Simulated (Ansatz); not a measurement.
# TiAl (Pm-3m) in Ansatz: notebook

One crystal, TiAl, is run at these levels: LDA; tasks: phonons, elastic constants.

Program: Ansatz 0.2.0. These are calculated values, not measurements. Logs are shortened: lines on timing, memory, paths and dates and some standing lists are left out, and cuts for length are marked.

### 1 The crystal as given

The structure is cubic, space group Pm-3m (No. 221). Conventional cell: a = 3.179 Å, b = 3.179 Å, c = 3.179 Å, α = 90.00°, β = 90.00°, γ = 90.00°. Ti (site symmetry m-3m) has 8 Al at 2.75 Å as nearest neighbours. Around Al (site symmetry m-3m) lie 8 Ti at 2.75 Å.

The cell comes from a database or a generator and needn't be the stable form of this composition.

### 2 Phonons, LDA

input.yaml reads:

```yaml
crystal:
  lattice:
    - [3.179064, 0.0, 0.0]
    - [0.0, 3.179064, 0.0]
    - [0.0, 0.0, 3.179064]
  atoms:
    - { symbol: Ti, position: [0.0, 0.0, 0.0] }
    - { symbol: Al, position: [0.5, 0.5, 0.5] }
hamiltonian:
  xc: lda
  pseudopotentials: { kind: paw }
kpoints:
  mp_grid: { grid: [6, 6, 6] }
scf:
  occupations: { method: fermi_dirac, width: 0.05 }
phonons:
  method: dfpt
```

Potentials or basis: Ansatz PAW.

Command:

```bash
$ ansatz run input.yaml --threads 2 --pin off --max-ram 5632MiB --backend cpu --events-out ev --progress --plain --runs-dir out
```

Log:

```text
Warning: RAYON_NUM_THREADS=2 ignored (pool sized by the plan → 2); use --threads N
Engine: ansatz 0.2.0, x86_64-unknown-linux-gnu
Pseudopotentials: kind: paw
Pseudopotential: Ti, paw, valence charge 12, recommended cutoff 420 eV (normal), Ti.paw.azcp
Pseudopotential: Al, paw, valence charge 3, recommended cutoff 420 eV (normal), Al.paw.azcp
Functional definition: SPW92
  exchange = slater_x
  correlation = pw_c
Crystal: 2 atoms, lattice volume = 32.129 Å³
Basis set: ecut = 420 eV, 619 PW (Γ), exchange–correlation on 48×48×48 points (8 copies of the dense FFT grid, shifted against one another)
Bands: 12, of which v1, the nominal top of the filled ones, is band 8 counted from 1 (7 counted from 0)
Symmetry: 48 space group operations
k-points: 40 of 216 (irreducible under 8 space group operations, time reversal used)
Non-local potential: Ti, projectors of the file, l = 0: 3, l = 1: 2, l = 2: 3, l = 3: 1
Non-local potential: Al, projectors of the file, l = 0: 2, l = 1: 2, l = 2: 1
PAW form: soft (Blöchl's): semilocal exchange-correlation on the pseudo side does not see the compensation charge
PAW frozen core: Ti, regenerated for the run's functional, and the local potential with it (the file was generated under x = pbe(κ = 0.804, μ = 0.2195149727645171), c = pbe(β = 0.06672455060314922))
PAW frozen core: Al, regenerated for the run's functional, and the local potential with it (the file was generated under x = pbe(κ = 0.804, μ = 0.2195149727645171), c = pbe(β = 0.06672455060314922))
PAW one-centre angular grid: Ti, 590 points (default); XC on 64 Gauss nodes
PAW one-centre angular grid: Al, 110 points (default); XC on 64 Gauss nodes
Initial density: superposition of atomic densities (neutral atoms: chi_scale 0, normalization atom), corrected by the library's trained network
Initial wavefunctions: pseudopotential atomic-orbital guess
Functional: x = slater, c = lda
SCF iter   1: F=—  HF=-2963.723957 eV  |F-HF|=—  |Δ(HF+E_count)|=         —  Δρ=8.34e-3  dr2=3.51e-2  ethr=1.77e-3  ⟨swp⟩=5.0  Hψ=2442  notcnv=0
preconditioner: auto → none  [insulator: Δε(μ)=0.113 eV  Ē_g=5.242 eV  σ=0.050 eV  W_gap=0.51  n_scr=6 (ndim 8)  ℏωp=17.3 eV  f_vac=0.000  D(μ)=2.63/eV (n_scr^D=26)  ε∞_Penn≈11.9]
SCF iter   2: F=—  HF=-2963.716597 eV  |F-HF|=—  |Δ(HF+E_count)|=   7.36e-3  Δρ=2.98e-3  dr2=3.78e-3  ethr=2.34e-4  ⟨swp⟩=2.0  Hψ=925  notcnv=0
SCF iter   3: F=—  HF=-2963.715762 eV  |F-HF|=—  |Δ(HF+E_count)|=   8.35e-4  Δρ=3.71e-4  dr2=3.09e-5  ethr=2.52e-5  ⟨swp⟩=2.0  Hψ=562  notcnv=0
SCF iter   4: F=—  HF=-2963.715763 eV  |F-HF|=—  |Δ(HF+E_count)|=   1.54e-6  Δρ=6.45e-5  dr2=6.61e-7  ethr=2.06e-7  ⟨swp⟩=2.0  Hψ=601  notcnv=0
SCF iter   5: F=—  HF=-2963.715764 eV  |F-HF|=—  |Δ(HF+E_count)|=   1.29e-6  Δρ=3.58e-6  dr2=4.28e-9  ethr=4.41e-9  ⟨swp⟩=2.1  Hψ=597  notcnv=0
SCF iter   6: F=—  HF=-2963.715764 eV  |F-HF|=—  |Δ(HF+E_count)|=  3.59e-10  Δρ=7.51e-7  dr2=3.10e-10  ethr=2.86e-11  ⟨swp⟩=2.0  Hψ=615  notcnv=0
SCF iter   7: F=—  HF=-2963.715764 eV  |F-HF|=—  |Δ(HF+E_count)|=  1.06e-10  Δρ=1.60e-7  dr2=1.41e-11  ethr=2.07e-12  ⟨swp⟩=2.0  Hψ=566  notcnv=0
SCF iter   8: F=-2963.715764 eV  HF=-2963.715764 eV  |F-HF|=4.55e-13  |Δ(HF+E_count)|=  4.55e-12  Δρ=1.25e-8  dr2=8.27e-14  ethr=1.00e-12  ⟨swp⟩=4.7  Hψ=1455  notcnv=0
SCF 1 converged in 8 iterations: F = -2963.715764 eV  dr2 = 8.27e-14
DFPT response loops at Γ: preconditioner auto → Kerker (q_TF=auto, 2.403 Å⁻¹) (partly filled bands, converged f_vac=0.000); β = 1.00, the filter's whole step (`scf.mixing.beta` (0.50) is not read by the response loops under this deck's `scf.mixing.preconditioner`; to damp them name `kerker` or `kerker_dos`, under which they read `scf.mixing.beta`, and type it under 1.00, their step now; both keys bind the ground state too); Broyden in place of MSR1
SCF converged after 8 iterations
Free energy (F): -2963.715764 eV
Harris-Foulkes:  -2963.715764 eV  (|F-HF|=4.55e-13)
Internal energy: -2963.694740 eV  (E = F + TS)
E sigma→0 (E₀):  -2963.705252 eV
Entropy (-TS):   -0.021024 eV (-10.512 meV/atom)
Fermi energy:    11.176010 eV
--- Per-component energies (eV) ---
  E_band       = -163.536019
  E_kinetic    = 296.394233
  E_local      = -1026.397175  (includes V_loc(G=0)·N_el)
  E_nonlocal   = 23.886452
  E_hartree    = 435.200589
  E_xc         = -136.359910
  E_vxc        = -151.398672  (∫ρ·V_xc dr)
  E_paw        = -1442.886880  (= ΣΔE_a)
  E_vpaw       = -176.422146  (= ΣTr[D̂ρ^β])
  E_aug_tail   = 0.000105  (compensation charges beyond the density's cutoff)
  E_ewald      = -1113.913820
  E_core_change = 0.381667  (= ΣΔE_core)
  E_smearing   = -0.021024  (= −TS)
  E_closure    = -0.000000  (closes the sum)
  Σ components = -2963.715764   (vs F -2963.715764, Δ=0.00e0)
--- Band table (eV; the first three rows and the last of 40) ---
  k-point 0: bands = ["-45.1131", "-21.6262", "-21.6262", "-21.6262", "1.9594", "9.7577", "9.7577", "12.9287", "12.9287", "12.9287", "15.5775", "15.5775"]
  k-point 1: bands = ["-45.1092", "-21.6708", "-21.6223", "-21.6223", "2.3986", "9.4513", "9.9469", "12.3374", "12.3374", "12.9790", "14.3573", "16.4956"]
  k-point 2: bands = ["-45.1014", "-21.7592", "-21.6145", "-21.6145", "3.6473", "7.8939", "10.3802", "11.5759", "11.5759", "13.0822", "13.9115", "18.3063"]
  k-point 39: bands = ["-45.0676", "-21.7560", "-21.7560", "-21.7560", "8.0928", "8.0928", "8.0928", "11.7144", "13.9856", "13.9856", "14.1478", "14.1478"]
--- Phonons (Γ-DFPT): 2 representative perturbations + reference, on 40 of 216 k-points (Σ response iterations 6) ---
  k mesh reduced under 8 symmetry operations, with k and −k counted as one. Each operation leaves every solved perturbation unchanged. A smaller set is not used because it would not reduce the number of displacements times k-points to solve
  ASR residual: 2.825e-4 → 0.000e0 eV/Å²; symmetrization residual: 1.134e-6 eV/Å²
  ASR residual per site (eV/Å²): 2.82e-4 8.57e-6
  Γ frequencies (cm⁻¹): 0.00 0.00 0.00 300.12 300.12 300.12
  non-analytic LO–TO correction: not included (Born effective charges unavailable; polar crystals: no LO–TO splitting at Γ)
```

Run time: 2.8 s. Hardware: 2 threads of Intel Xeon Platinum 8488C (Sapphire Rapids), shared host; peak memory 0.43 GiB.

Results:

```
Free energy                   : -2963.7158 eV
Band gap on the k mesh        : none (metal or under the smearing width)
Highest phonon frequency at Γ : 300 cm⁻¹
```

Phonon frequencies in cm⁻¹ (negative: imaginary):
| q point | frequencies |
| --- | --- |
| (0.000, 0.000, 0.000) | 0 0 0 300 300 300 |

Caveat: the PAW data sets come from PBE, with cores solved anew for the run's functional, which leaves a small shift of forces and pressure.

### 3 Elastic constants, LDA

Changes to input.yaml since step 2:

```diff
@@ -15,3 +15,7 @@
   occupations: { method: fermi_dirac, width: 0.05 }
-phonons:
-  method: dfpt
+output:
+  forces: true
+  stress: true
+elastic:
+  mode: relaxed_ion
+  stencil: two_point
```

Potentials or basis: Ansatz PAW.

Command:

```bash
$ ansatz run input.yaml --threads 2 --pin off --max-ram 5632MiB --backend cpu --events-out ev --progress --plain --runs-dir out
```

Run time: 3.3 s. Hardware: 2 threads of Intel Xeon Platinum 8488C (Sapphire Rapids), shared host; peak memory 0.38 GiB.

It converged, with:

```yaml
Free_energy: -2963.7158 eV
Pressure: -6.0 GPa
Band_gap_on_the_k_mesh: none (metal or under the smearing width)
Elastic_constants_C11_C12_C44: 63, 120, 66 GPa
Voigt_bulk_modulus: 101 GPa
```

Levels at points of the mesh, in eV from the Fermi level:
```tsv
k point	band 5	band 6	band 7	band 8	band 9	band 10
(0.00, 0.00, 0.00)	-9.22	-1.42	-1.42	1.75	1.75	1.75
(0.00, 0.00, -0.50)	-5.99	-5.13	-0.54	0.11	0.11	1.96
(0.00, -0.50, -0.50)	-5.02	-2.03	-2.03	-1.45	0.66	0.66
(-0.50, -0.50, -0.50)	-3.08	-3.08	-3.08	0.54	2.81	2.81
```

Elastic tensor in Voigt notation (GPa, in the Cartesian axes of the cell as first typed):
```
 63 120 120   0   0   0
120  63 120   0   0   0
120 120  63   0   0   0
  0   0   0  66   0   0
  0   0   0   0  66   0
  0   0   0   0   0  66
```

Caveat: the cell is more than 3 GPa from zero pressure, which shifts response properties; the elastic tensor has a negative eigenvalue, so either the cell is unstable as it stands or the mesh is too thin; the PAW data sets come from PBE, with cores solved anew for the run's functional, which leaves a small shift of forces and pressure.
